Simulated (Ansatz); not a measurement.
# In2As3: balancing the decomposition

Method: DFT PBE, scalar-relativistic, plane waves, PAW in Ansatz 0.2.0. All cells share a 420 eV cutoff and Γ-centred k meshes spaced at most about 0.3 Å⁻¹ (about 0.25 or finer for metals, 2π included). No spin polarisation.

Formation energies are uncorrected and refer to the elements' standard structures at the same level.

All energies are static (0 K, no zero-point motion). In In2As3 P-3m1 an odd number of electrons in the primitive cell allows no gap without spin; a larger cell or a magnetic state could open one. The reference form of As is held partly by dispersion forces, which this level lacks.

A trial structure of In2As3 (reached from: Ga3Ni2 type (P-3m1); relaxed: space group P-3m1 (No. 164), a = 4.488 Å, c = 8.300 Å) has a formation energy of 0.057 eV/atom. It holds As–As nets (shortest 2.59 Å). At its composition the lowest mixture among the elements and 1 reference phase computed alike (others may be missing) consists of these:

```csv
phase,source,ΔE_f (eV/atom)
As (solid),element,-0.001
InAs (F-43m),Materials Project,-0.244
```

The lowest database cell of As (-0.001) lies slightly below the reference, hence the non-zero entry.

Question: Write the balanced decomposition and find its energy per atom, per formula unit and per mole of formula units.

Answer: Balancing In and As gives In2As3 → As + 2 InAs. The left side holds 5 atoms, and the products take 1/5 (As) and 4/5 (InAs) of them. The mixture therefore lies at 1/5 × (-0.001) + 4/5 × (-0.244) = -0.195 eV/atom. The reaction energy is -0.195 − (0.057) = -0.252 eV/atom. Times 5 atoms that is -1.260 eV per In2As3, and times 96.485 it is -122 kJ per mole of In2As3. Decomposition is downhill, so the trial structure is unstable against this mixture.
